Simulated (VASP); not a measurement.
# TaAs (I4_1md) in VASP: a series of runs

Aim: see how the results for TaAs move with the level of theory and the settings. Levels: LDA, PBEsol, r2SCAN. Tasks: electric field gradients.

Everything below comes from runs of VASP 6.6.1. Logs are shortened: lines on timing, memory, paths and dates and some standing lists are left out, and cuts for length are marked.

## 1. The crystal as given

The structure is tetragonal, space group I4_1md (No. 109). The conventional cell has a = 3.444 Å, b = 3.444 Å, c = 11.736 Å, α = 90.00°, β = 90.00°, γ = 90.00°. Ta (site symmetry 2mm) has 6 As at 2.61 to 2.62 Å as nearest neighbours. As (site symmetry 2mm) is surrounded by 6 Ta at 2.61 to 2.62 Å.

The cell is a database's computed one.

## 2. Electric field gradients, LDA

INCAR

```
SYSTEM = TaAs
ALGO     = Fast           ! electronic algorithm
EDIFF    = 1E-7           ! SCF threshold, eV
ENCUT    = 520            ! plane-wave cutoff, eV
ISIF     = 2              ! what is computed and relaxed
ISMEAR   = -1             ! smearing method
LASPH    = .True.         ! aspherical terms in the spheres
LCHARG   = .False.        ! write CHGCAR
LEFG     = .True.       
LREAL    = .False.        ! projectors in reciprocal space
LWAVE    = .False.        ! write WAVECAR
NELM     = 60             ! most SCF steps
PREC     = Accurate       ! precision mode
SIGMA    = 0.05           ! smearing width, eV
```

KPOINTS

```
k-points
0
Gamma
  13 13 13
  0 0 0
```

POSCAR

```
TaAs                                    
1.0
   -1.7218133622      1.7218133622      5.8679415361
    1.7218133622     -1.7218133622      5.8679415361
    1.7218133622      1.7218133622     -5.8679415361
  Ta              As            
     2     2
Direct
     0.5000572083055702    0.0000572083055703    0.5000000000000000
     0.7500572083055702    0.7500572083055702    1.0000000000000000
     0.0825422116944309    0.5825422116944309    0.5000000000000000
     0.3325422116944309    0.3325422116944309    0.0000000000000000
```

Potentials or basis: VASP PAW LDA potentials, release 64 (Ta_pv, As).

Launch:

```
> cat potpaw_LDA.64/Ta_pv/POTCAR potpaw_LDA.64/As/POTCAR > POTCAR
> mpirun -np 1 vasp_std > vasp.out
```

OUTCAR:

```text
SYSTEM = TaAs
   EDIFF = 1E-7
   ENCUT = 520
   ISIF = 2
   ISMEAR = -1
   LASPH = .True.
   LREAL = .False.
   NELM = 60
   PREC = Accurate

 ion  position               nearest neighbor table
   1  0.500  0.000  0.500-   4 2.61   4 2.61   3 2.62   3 2.62   3 2.62   3 2.62   2 3.40   2 3.40
                             2 3.40   2 3.40
   2  0.750  0.750  0.000-   3 2.61   3 2.61   4 2.62   4 2.62   4 2.62   4 2.62   1 3.40   1 3.40
                             1 3.40   1 3.40
   3  0.083  0.583  0.500-   2 2.61   2 2.61   1 2.62   1 2.62   1 2.62   1 2.62
   4  0.333  0.333  0.000-   1 2.61   1 2.61   2 2.62   2 2.62   2 2.62   2 2.62

  LATTYP: Found a body centered tetragonal cell.
 ALAT       =     3.4436267244
 C/A-ratio  =     3.4080009279

  Lattice vectors:

 A1 = (  -1.7218133622,   1.7218133622,   5.8679415361)
 A2 = (   1.7218133622,  -1.7218133622,   5.8679415361)
 A3 = (   1.7218133622,   1.7218133622,  -5.8679415361)

Analysis of symmetry for initial positions (statically):
=====================================================================
 Subroutine PRICEL returns:
 Original cell was already a primitive cell.

 Routine SETGRP: Setting up the symmetry group for a
 body centered tetragonal supercell.

 Subroutine GETGRP returns: Found  8 space group operations
 (whereof  4 operations were pure point group operations)
 out of a pool of 16 trial point group operations.

The static configuration has the point symmetry C_2v.
 The point group associated with its full space group is C_4v.

Analysis of symmetry for dynamics (positions and initial velocities):
=====================================================================
 Subroutine PRICEL returns:
 Original cell was already a primitive cell.

 Routine SETGRP: Setting up the symmetry group for a
 body centered tetragonal supercell.

 Subroutine GETGRP returns: Found  8 space group operations
 (whereof  4 operations were pure point group operations)
 out of a pool of 16 trial point group operations.

The dynamic configuration has the point symmetry C_2v.
 The point group associated with its full space group is C_4v.

 Subroutine INISYM returns: Found  8 space group operations
 (whereof  4 operations are pure point group operations),
 and found     1 'primitive' translations

----------------------------------------------------------------------------------------

                                     Primitive cell

  volume of cell :      69.5854

  direct lattice vectors                    reciprocal lattice vectors
    -1.721813362  1.721813362  5.867941536     0.000000000  0.290391520  0.085208756
     1.721813362 -1.721813362  5.867941536     0.290391520  0.000000000  0.085208756
     1.721813362  1.721813362 -5.867941536     0.290391520  0.290391520  0.000000000

  length of vectors
     6.353111079  6.353111079  6.353111079     0.302634709  0.302634709  0.410675626

  position of ions in fractional coordinates (direct lattice)
     0.500057208  0.000057208  0.500000000
     0.750057208  0.750057208  0.000000000
     0.082542212  0.582542212  0.500000000
     0.332542212  0.332542212  0.000000000

  ion indices of the primitive-cell ions
   primitive index   ion index
                 1           1
                 2           2
                 3           3
                 4           4

----------------------------------------------------------------------------------------

 KPOINTS: k-points

Automatic generation of k-mesh.
 Grid dimensions read from file:
 generate k-points for:   13   13   13

 Generating k-lattice:

  Cartesian coordinates                     Fractional coordinates (reciprocal lattice)
     0.000000000  0.022337809  0.006554520     0.076923077  0.000000000  0.000000000
     0.022337809  0.000000000  0.006554520     0.000000000  0.076923077  0.000000000
     0.022337809  0.022337809  0.000000000     0.000000000  0.000000000  0.076923077

  Length of vectors
     0.023279593  0.023279593  0.031590433

  Shift w.r.t. Gamma in fractional coordinates (k-lattice)
     0.000000000  0.000000000  0.000000000

 Subroutine IBZKPT returns following result:
 ===========================================

 Found    196 irreducible k-points:

 Following reciprocal coordinates:
            Coordinates               Weight
  0.000000  0.000000  0.000000      1.000000
  0.076923  0.000000 -0.000000      8.000000
  0.153846  0.000000  0.000000      8.000000
  0.230769  0.000000 -0.000000      8.000000
  0.307692  0.000000  0.000000      8.000000
  0.384615 -0.000000  0.000000      8.000000
[... 16 lines left out ...]
  0.384615  0.153846  0.000000     16.000000
  0.461538  0.153846  0.000000     16.000000
 [... further k-points ...]
   k-points           NKPTS =    196   k-points in BZ     NKDIM =    196   number of bands    NBANDS=     20
   number of dos      NEDOS =    301   number of ions     NIONS =      4
   total plane-waves  NPLWV = 110592
   dimension x,y,z NGX =    48 NGY =   48 NGZ =   48
   dimension x,y,z NGXF=    96 NGYF=   96 NGZF=   96
   ions per type =               2   2
   NGX,Y,Z   is equivalent  to a cutoff of  12.56, 12.56, 12.56 a.u.
   NGXF,Y,Z  is equivalent  to a cutoff of  25.12, 25.12, 25.12 a.u.
 SYSTEM =  TaAs
   PREC   = accura    normal or accurate (medium, high low for compatibility)
   ISTART =      0    job   : 0-new  1-cont  2-samecut
   ICHARG =      2    charge: 1-file 2-atom 10-const
   ISPIN  =      1    spin polarized calculation?
   LNONCOLLINEAR =      F non collinear calculations
   LSORBIT =      F    spin-orbit coupling
   LASPH  =      T    aspherical Exc in radial PAW
   ENCUT  =  520.0 eV  38.22 Ry    6.18 a.u.  11.81 11.81 11.81*2*pi/ulx,y,z
   NELM   =     60;   NELMIN=  2; NELMDL= -5     # of ELM steps
   EDIFF  = 0.1E-06   stopping-criterion for ELM
   LREAL  =      F    real-space projection
   EDIFFG = 0.1E-05   stopping-criterion for IOM
   NSW    =      0    number of steps for IOM
   IBRION =     -1    ionic relax: 0-MD 1-quasi-New 2-CG
   NFREE  =      0    steps in history (QN), initial steepest desc. (CG)
   ISIF   =      2    stress and relaxation
   ISYM   =      2    0-nonsym 1-usesym 2-fastsym
   POTIM  = 0.5000    time-step for ionic-motion
   TEBEG  =    0.0;   TEEND  =   0.0 temperature during run
   PSTRESS=    0.0 pullay stress
   NELECT =      32.0000    total number of electrons
   NUPDOWN=      -1.0000    fix difference up-down
   EMIN   =  10.00;   EMAX   =-10.00  energy-range for DOS
   EFERMI =   0.00;   METHOD = LEGACY
   ISMEAR =    -1;   SIGMA  =   0.05  broadening in eV -4-tet -1-fermi 0-gaus
   EFERMI_NEDOS =   21; number of points for ismear=-14 and -15
   IALGO  =     68    algorithm
   IMIX   =      4    mixing-type and parameters
     AMIX     =   0.40;   BMIX     =  1.00
     AMIX_MAG =   1.60;   BMIX_MAG =  1.00
  volume/ion in A,a.u.               =      17.40       117.40
  Fermi-wavevector in a.u.,A,eV,Ry     =   1.263627  2.387909 21.725142  1.596753
  Thomas-Fermi vector in A             =   2.396974
   LORBIT       =      0    0 simple, 1 ext, 2 COOP (PROOUT), +10 PAW based schemes
   GGA     = CA    functional components
   LHFCALC =     F    Hartree Fock is set to
   AEXX    =    0.0000 exact exchange contribution
   IVDW    =     0    specifies the selected vdW correction
   LEPSILON=     F    determine dielectric tensor
   LRPA    =     F    only Hartree local field effects (RPA)
 non-spin polarized calculation
 RMM-DIIS sequential band-by-band and
  energy-cutoff  :      520.00
  volume of cell :       69.59
 maximum number of plane-waves:      1894
   NGX = 23   NGY = 23   NGZ = 23

 number of electron      32.0000002 magnetization

 Free energy of the ion-electron system (eV)
  ---------------------------------------------------
  ext. energy  EPLUGINS =         0.00000000
  ---------------------------------------------------
  free energy    TOTEN  =       -38.90295448 eV

  energy without entropy =      -38.89882223  energy(sigma->0) =      -38.90088836

 E-fermi :   6.9208     XC(G=0): -12.0573

 val. band max:        6.9109253920   @ k =  -0.1538  -0.4615   0.1538
 cond. band min:       6.9553753704   @ k =  -0.0769  -0.4615   0.0769
 fundamental gap:      0.0444499784
 Fermi energy:         6.9207720725

 k-point     1 :       0.0000    0.0000    0.0000
  band No.  band energies     occupation
      1     -27.8596      2.00000
      2     -27.8165      2.00000
      3     -27.8165      2.00000
      4     -27.6639      2.00000
      5     -27.6639      2.00000
      6     -27.6179      2.00000
[... 12 lines left out ...]
     19       9.2512      0.00000
     20      10.3063      0.00000

 k-point     2 :       0.0769    0.0000   -0.0000
  band No.  band energies     occupation
      1     -27.8574      2.00000
      2     -27.8248      2.00000
      3     -27.8157      2.00000
      4     -27.6732      2.00000
      5     -27.6628      2.00000
      6     -27.6187      2.00000
[... 12 lines left out ...]
     19       9.2816      0.00000
     20       9.6824      0.00000

 k-point     3 :       0.1538    0.0000    0.0000
  band No.  band energies     occupation
      1     -27.8636      2.00000
      2     -27.8353      2.00000
      3     -27.8132      2.00000
      4     -27.6978      2.00000
      5     -27.6599      2.00000
      6     -27.6220      2.00000
[... 12 lines left out ...]
     19       8.8659      0.00000
     20       9.4919      0.00000

 k-point     4 :       0.2308    0.0000   -0.0000
  band No.  band energies     occupation
      1     -27.8971      2.00000
      2     -27.8249      2.00000
      3     -27.8098      2.00000
      4     -27.7305      2.00000
      5     -27.6557      2.00000
      6     -27.6287      2.00000
[... 429 lines left out ...]
 k-point    23 :       0.3846    0.1538    0.0000
  band No.  band energies     occupation
      1     -27.9638      2.00000
      2     -27.8424      2.00000
      3     -27.8046      2.00000
      4     -27.7526      2.00000
      5     -27.6821      2.00000
      6     -27.6528      2.00000
[... 12 lines left out ...]
     19       9.1732      0.00000
     20       9.7493      0.00000

 k-point    24 :       0.4615    0.1538    0.0000
  band No.  band energies     occupation
      1     -27.9818      2.00000
      2     -27.8409      2.00000
      3     -27.8166      2.00000
      4     -27.7499      2.00000
      5     -27.6810      2.00000
      6     -27.6539      2.00000
[... 12 lines left out ...]
     19       9.3738      0.00000
     20       9.8886      0.00000

 [... further k-points ...]
[... 5 lines left out ...]
  --------------------------------------------------------------------------------------
  -------------------------------------------------------------------------------------
  Total       -2.8230867     -2.8230867     -2.9360393      0.0000000      0.0000000      0.0000000
  in kB      -65.0005273    -65.0005273    -67.6012184      0.0000000      0.0000000      0.0000000
  external PRESSURE =     -65.8674243 kB  Pullay stress =       0.0000000 kB

 VOLUME and BASIS-vectors are now :
 -----------------------------------------------------------------------------
  energy-cutoff  :      520.00
  volume of cell :       69.59
      direct lattice vectors                 reciprocal lattice vectors
    -1.721813362  1.721813362  5.867941536     0.000000000  0.290391520  0.085208756
     1.721813362 -1.721813362  5.867941536     0.290391520  0.000000000  0.085208756
     1.721813362  1.721813362 -5.867941536     0.290391520  0.290391520  0.000000000

 POSITION                                       TOTAL-FORCE (eV/Angst)
 -----------------------------------------------------------------------------------
      0.00000      1.72181      0.00067         0.000000      0.000000     -0.004465
      0.00000      0.00000      8.80258         0.000000      0.000000     -0.004465
      1.72181      0.00000      0.96871        -0.000000     -0.000000      0.004465
      0.00000      0.00000      3.90268         0.000000      0.000000      0.004465
 -----------------------------------------------------------------------------------
    total drift:                                0.000000      0.000000      0.000206

  FREE ENERGIE OF THE ION-ELECTRON SYSTEM (eV)
  ---------------------------------------------------
  free  energy   TOTEN  =       -38.9029544814 eV

  energy  without entropy=      -38.8988222334  energy(sigma->0) =      -38.90088836

 Electric field gradients (V/A^2)
---------------------------------------------------------------------
 ion       V_xx      V_yy      V_zz      V_xy      V_xz      V_yz
---------------------------------------------------------------------
   1      10.584   -23.581    12.997     0.000     0.000     0.000
   2     -23.581    10.584    12.997     0.000     0.000     0.000
   3      -6.160   -14.986    21.146    -0.000    -0.000    -0.000
   4     -14.986    -6.160    21.146    -0.000    -0.000    -0.000
---------------------------------------------------------------------

 Electric field gradients after diagonalization (V/A^2)
 (convention: |V_zz| > |V_xx| > |V_yy|)
----------------------------------------------------------------------
 ion       V_xx      V_yy      V_zz     asymmetry (V_yy - V_xx)/ V_zz
----------------------------------------------------------------------
   1      12.997    10.584   -23.581       0.102
   2      12.997    10.584   -23.581       0.102
   3     -14.986    -6.160    21.146       0.417
   4     -14.986    -6.160    21.146       0.417
----------------------------------------------------------------------

           NMR quadrupolar parameters

 Cq : quadrupolar parameter    Cq=e*Q*V_zz/h
 eta: asymmetry parameters     (V_yy - V_xx)/ V_zz
 Q  : nuclear electric quadrupole moment in mb (millibarn)
----------------------------------------------------------------------
 ion       Cq(MHz)       eta       Q (mb)
----------------------------------------------------------------------
   1      -0.057       0.102       1.000
   2      -0.057       0.102       1.000
   3       0.051       0.417       1.000
   4       0.051       0.417       1.000
----------------------------------------------------------------------
```

Wall time 24 min (1 thread of Intel Xeon Platinum 8259CL at 2.50GHz (Skylake/Cascade Lake), shared host); peak memory 0.45 GiB.

What came out:

```
Free energy            : -38.9030 eV
Pressure               : -6.6 GPa
Largest force          : 0.004 eV/Å
Band gap on the k mesh : none (metal or under the smearing width)
```

Forces on the atoms (eV/Å):
```
Ta   0.000  0.000 -0.004
Ta   0.000  0.000 -0.004
As   0.000  0.000  0.004
As   0.000  0.000  0.004
```

Stress tensor (GPa, compression positive):
```
-6.50  0.00  0.00
 0.00 -6.50  0.00
 0.00  0.00 -6.76
```

Electric field gradients, principal values (V/Å²):
| atom | Vxx | Vyy | Vzz |
| --- | --- | --- | --- |
| 1 Ta | 10.584 | 12.997 | -23.581 |
| 2 Ta | 10.584 | 12.997 | -23.581 |
| 3 As | -6.160 | -14.986 | 21.146 |
| 4 As | -6.160 | -14.986 | 21.146 |

Spin-orbit coupling is left out, which matters for the levels of Ta.

## 3. Electric field gradients, PBEsol

Changes to INCAR since step 2:

```diff
@@ -3,3 +3,4 @@
 EDIFF    = 1E-7           ! SCF threshold, eV
-ENCUT    = 520            ! plane-wave cutoff, eV
+ENCUT    = 600            ! plane-wave cutoff, eV
+GGA      = PS             ! functional
 ISIF     = 2              ! what is computed and relaxed
```

KPOINTS is that of step 2.

POSCAR is that of step 2.

Potentials or basis: VASP PAW PBE potentials, release 64 (Ta_pv, As_d).

Launch:

```
> cat potpaw_PBE.64/Ta_pv/POTCAR potpaw_PBE.64/As_d/POTCAR > POTCAR
> mpirun -np 1 vasp_std > vasp.out
```

OUTCAR:

```text
SYSTEM = TaAs
   EDIFF = 1E-7
   ENCUT = 600
   GGA = PS
   ISIF = 2
   ISMEAR = -1
   LASPH = .True.
   LREAL = .False.
   NELM = 60
   PREC = Accurate

 ion  position               nearest neighbor table
   1  0.500  0.000  0.500-   4 2.61   4 2.61   3 2.62   3 2.62   3 2.62   3 2.62   2 3.40   2 3.40
                             2 3.40   2 3.40
   2  0.750  0.750  0.000-   3 2.61   3 2.61   4 2.62   4 2.62   4 2.62   4 2.62   1 3.40   1 3.40
                             1 3.40   1 3.40
   3  0.083  0.583  0.500-   2 2.61   2 2.61   1 2.62   1 2.62   1 2.62   1 2.62
   4  0.333  0.333  0.000-   1 2.61   1 2.61   2 2.62   2 2.62   2 2.62   2 2.62

  LATTYP: Found a body centered tetragonal cell.
 ALAT       =     3.4436267244
 C/A-ratio  =     3.4080009279

  Lattice vectors:
[... 1050 lines left out ...]
   1       9.679   -22.646    12.966    -0.000     0.000     0.000
   2     -22.646     9.679    12.966    -0.000     0.000     0.000
   3      -7.118   -12.872    19.989    -0.001    -0.001    -0.001
   4     -12.872    -7.118    19.989    -0.001    -0.001    -0.001
---------------------------------------------------------------------

 Electric field gradients after diagonalization (V/A^2)
 (convention: |V_zz| > |V_xx| > |V_yy|)
----------------------------------------------------------------------
 ion       V_xx      V_yy      V_zz     asymmetry (V_yy - V_xx)/ V_zz
----------------------------------------------------------------------
   1      12.966     9.679   -22.646       0.145
   2      12.966     9.679   -22.646       0.145
   3     -12.872    -7.118    19.989       0.288
   4     -12.872    -7.118    19.989       0.288
----------------------------------------------------------------------

           NMR quadrupolar parameters

 Cq : quadrupolar parameter    Cq=e*Q*V_zz/h
 eta: asymmetry parameters     (V_yy - V_xx)/ V_zz
 Q  : nuclear electric quadrupole moment in mb (millibarn)
----------------------------------------------------------------------
 ion       Cq(MHz)       eta       Q (mb)
----------------------------------------------------------------------
   1      -0.055       0.145       1.000
   2      -0.055       0.145       1.000
   3       0.048       0.288       1.000
   4       0.048       0.288       1.000
----------------------------------------------------------------------
```

stdout:

```text
POSCAR found type information on POSCAR TaAs
 POSCAR found :  2 types and       4 ions
 scaLAPACK will be used
 -----------------------------------------------------------------------------
|                                                                             |
[... 59 lines left out ...]
WARNING in EDDRMM: call to ZHEGV failed, returncode =   8  4     23
WARNING in EDDRMM: call to ZHEGV failed, returncode =   8  4     26
 num prob  num prob  num prob  num prob  num prob  num prob WARNING in EDDRMM: call to ZHEGV failed, returncode =   8  4     21
 num prob WARNING in EDDRMM: call to ZHEGV failed, returncode =   8  4     17
 num prob  num prob  num prob  num prob WARNING in EDDRMM: call to ZHEGV failed, returncode =   8  4     22
WARNING in EDDRMM: call to ZHEGV failed, returncode =   8  4     18
 num pro
```

Wall time 59 min (1 thread of Intel Xeon Platinum 8259CL at 2.50GHz (Skylake/Cascade Lake), shared host); peak memory 0.71 GiB.

Results:

- Free energy: -37.7651 eV
- Pressure: -3.6 GPa
- Largest force: 0.004 eV/Å
- Band gap on the k mesh: none (metal or under the smearing width)

Forces in eV/Å, atoms in the order of the input:
```
Ta   0.000  0.000 -0.004
Ta   0.000  0.000 -0.004
As   0.000  0.000  0.004
As   0.000  0.000  0.004
```

Stress tensor (GPa, compression positive):
```
-3.31  0.00  0.00
 0.00 -3.31  0.00
 0.00  0.00 -4.04
```

Electric field gradients, principal values (V/Å²):
| atom | Vxx | Vyy | Vzz |
| --- | --- | --- | --- |
| 1 Ta | 9.679 | 12.966 | -22.646 |
| 2 Ta | 9.679 | 12.966 | -22.646 |
| 3 As | -7.118 | -12.872 | 19.989 |
| 4 As | -7.118 | -12.872 | 19.989 |

Caveat: the PAW data sets were made with another functional, which shifts forces and pressure a little. Spin-orbit coupling is left out, which matters for the levels of Ta.

(Continued in part 2 of 2.)
